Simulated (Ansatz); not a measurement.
# Ge: the cost of one run

Computed with Ansatz 0.2.0 (DFT PBE, scalar-relativistic, plane waves, PAW, unless a step's input says otherwise).

## 1. The system as given

Symmetry: Fd-3m, No. 227, cubic system. The conventional cell has a = 5.658 Å, b = 5.658 Å, c = 5.658 Å, α = 90.00°, β = 90.00°, γ = 90.00°. Around Ge (site symmetry -43m) lie 4 Ge at 2.45 Å.

As a file:

```
CELL_PARAMETERS angstrom
0.00000 2.82877 2.82877
2.82877 0.00000 2.82877
2.82877 2.82877 0.00000
ATOMIC_POSITIONS crystal
Ge 0.50000 0.50000 0.50000
Ge 0.75000 0.75000 0.75000
```

No relaxation comes first: the listed cell is the starting point.

## 2. The reference cell

The reference gives a free energy of -8589.9406 eV, pressure 3.67 GPa, largest force 0.000 eV/Å and gap on the mesh none (metal). It was computed beforehand with the settings of the runs below.

## 3. Setting up a strain scan

The cell is strained by ε times the Voigt pattern (0, 1, 0, 0, 0, 0) (xx, yy, zz, yz, xz, xy; engineering shear), with fractional coordinates fixed (clamped ions). The stress on the pattern is the sum of the stress components weighted by it, tension positive.

## 4. At ε = -0.0400

input.yaml

```yaml
crystal:
  lattice:
    - [0.0, 2.7156192, 2.82877]
    - [2.82877, 0.0, 2.82877]
    - [2.82877, 2.7156192, 0.0]
  atoms:
    - { symbol: Ge, position: [0.5, 0.5, 0.5] }
    - { symbol: Ge, position: [0.75, 0.75, 0.75] }
basis:
  ecutwfc: 420
kpoints:
  mp_grid: { grid: [14, 14, 14] }
hamiltonian:
  xc: pbe
scf:
  occupations: { method: gaussian, width: 0.15 }
output:
  forces: true
  stress: true
  eigenvalues: true
```

On the command line:

```
$ ansatz run input.yaml --threads 1 --pin off --max-ram 2560MiB --backend cpu --events-out ev --progress --plain --runs-dir out
```

What time and memory should one allow on 1 thread of Arm Neoverse V1, shared host?

About 8.5 s, with a peak of 0.39 GiB.
